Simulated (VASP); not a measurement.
# Ta: convergence, energy difference of two geometries

Ta, Im-3m (no. 229), 1 atom in the cell. LDA, energy difference of two geometries; PAW potentials Ta_pv (LDA set). VASP 6.6.1.

Wanted: energy difference within 0.125 meV/atom.

What the run is for: energy difference; Accuracy asked: tight; Second geometry: volume scaled by 0.94.

The series start from Plane-wave cutoff (eV): 290; Smearing width (eV): 0.07; k-point mesh: 15 × 15 × 15; Precision mode (PREC): Accurate; Electronic threshold (eV): 1e-6; Aspherical gradient terms in the spheres (LASPH): yes; Electronic algorithm: ALGO=Normal. Each series keeps the choices made before it, and each single choice may use up half of a tolerance. Times cover all steps of a run.

## Plane-wave cutoff (eV)

| Plane-wave cutoff (eV) | Energy difference (meV/atom) | Time (s) |
|---|---|---|
| 180 | -6.93 | 9.9 |
| 220 | -15.86 | 11 |
| 260 | -16.39 | 9.9 |
| 290 | -16.07 | 9.7 |
| 340 | -16.04 | 23 |
| 390 | -16.39 | 20 |
| 470 | -16.45 | 24 |
| 590 (reference) | -16.54 | 31 |

Chosen: 590; the next looser run is off by more than half of the tolerance, so convergence isn't shown beyond this value.

## Smearing width (eV)

| Smearing width (eV) | Energy difference (meV/atom) | Time (s) |
|---|---|---|
| 0.3 | -15.72 | 31 |
| 0.2 | -16.11 | 32 |
| 0.15 | -16.11 | 30 |
| 0.1 | -16.28 | 31 |
| 0.07 | -16.54 | 31 |
| 0.04 (reference) | -16.79 | 33 |

Chosen: 0.04; the next looser run is off by more than half of the tolerance, so convergence isn't shown beyond this value.

## k-point mesh

| k-point mesh | Energy difference (meV/atom) | Time (s) |
|---|---|---|
| 5 × 5 × 5 | -10.75 | 6.4 |
| 6 × 6 × 6 | -26.24 | 10 |
| 8 × 8 × 8 | -22.92 | 11 |
| 10 × 10 × 10 | -0.24 | 15 |
| 13 × 13 × 13 | -12.52 | 25 |
| 15 × 15 × 15 | -16.79 | 33 |
| 18 × 18 × 18 | -14.82 | 48 |
| 22 × 22 × 22 (reference) | -15.13 | 82 |

Chosen: 22 × 22 × 22; the next looser run is off by more than half of the tolerance, so convergence isn't shown beyond this value.

## Precision mode (PREC)

| Precision mode (PREC) | Energy difference (meV/atom) | Time (s) |
|---|---|---|
| SingleN | -15.40 | 54 |
| Normal | -15.13 | 60 |
| Single | -15.17 | 85 |
| Accurate (reference) | -15.13 | 82 |

Chosen: Normal, the loosest value from which every tighter one stays within half of the tolerance.

## Electronic threshold (eV)

| Electronic threshold (eV) | Energy difference (meV/atom) | Time (s) |
|---|---|---|
| 0.001 | -15.13 | 56 |
| 0.0001 | -15.13 | 54 |
| 1e-5 | -15.13 | 49 |
| 1e-6 | -15.13 | 60 |
| 1e-7 | -15.13 | 58 |
| 1e-8 (reference) | -15.13 | 71 |

Chosen: 0.001.

## Aspherical gradient terms in the spheres (LASPH)

| Aspherical gradient terms in the spheres (LASPH) | Energy difference (meV/atom) | Time (s) |
|---|---|---|
| no | -15.13 | 46 |
| yes (reference) | -15.13 | 56 |

Chosen: no.

## Electronic algorithm

| Electronic algorithm | Energy difference (meV/atom) | Time (s) |
|---|---|---|
| ALGO=Normal | -15.13 | 46 |
| ALGO=Fast | -15.12 | 46 |
| ALGO=VeryFast | -15.13 | 70 |
| ALGO=All ISEARCH=1 | -15.16 | 58 |
| ALGO=All ISEARCH=0 | -15.16 | 58 |
| ALGO=Damped TIME=0.4 | -15.68 | 71 |
| ALGO=Damped TIME=0.1 | -14.95 | 88 |

Chosen: ALGO=Normal; no other choice that stays within half of the tolerance saves 30 % of the time.

## All choices together

| Input | Energy difference (meV/atom) | Time (s) |
|---|---|---|
| the program's defaults (naive) | -17.15 | 2.7 |
| chosen settings | -15.13 | 46 |
| reference settings throughout | -15.13 | 98 |

The chosen settings stay within the tolerance of the reference run, but the reference itself isn't shown to be converged in: Plane-wave cutoff (eV), Smearing width (eV), k-point mesh.

## The input

INCAR:
```
SYSTEM = Ta
GGA = CA
ISMEAR = 0
SIGMA = 0.04
LWAVE = .FALSE.
LCHARG = .FALSE.
ISIF = 2
PREC = Normal
LASPH = .FALSE.
LREAL = .FALSE.
ALGO = Normal
EDIFF = 0.001
NELM = 120
GGA_COMPAT = .FALSE.
ENCUT = 590
```

KPOINTS:
```
Automatic mesh
0
Gamma
  22 22 22
  0 0 0
```

POSCAR.step1:
```
Ta
1.0
   -1.6512800000      1.6512800000      1.6512800000
    1.6512800000     -1.6512800000      1.6512800000
    1.6512800000      1.6512800000     -1.6512800000
Ta
1
Direct
    0.0000000000      0.0000000000      0.0000000000
```

POSCAR.step2:
```
Ta
1.0
   -1.6175709496      1.6175709496      1.6175709496
    1.6175709496     -1.6175709496      1.6175709496
    1.6175709496      1.6175709496     -1.6175709496
Ta
1
Direct
    0.0000000000      0.0000000000      0.0000000000
```

Commands (each step's output is kept before the next begins):
```
cat potpaw_LDA.64/Ta_pv/POTCAR > POTCAR
cp POSCAR.step1 POSCAR
mpirun -np 1 vasp_std > vasp.out
cp POSCAR.step2 POSCAR
mpirun -np 1 vasp_std > vasp.out
```

The chosen input took VASP 6.6.1 46 s on 1 core (Intel Xeon Platinum 8375C @ 2.90GHz (Ice Lake)), a shared host.

## An input that fails: too few electronic steps

The electronic loop stops at its limit of 6 steps.

Changes against the starting input:
```
- NELM = 120
+ NELM = 6
```
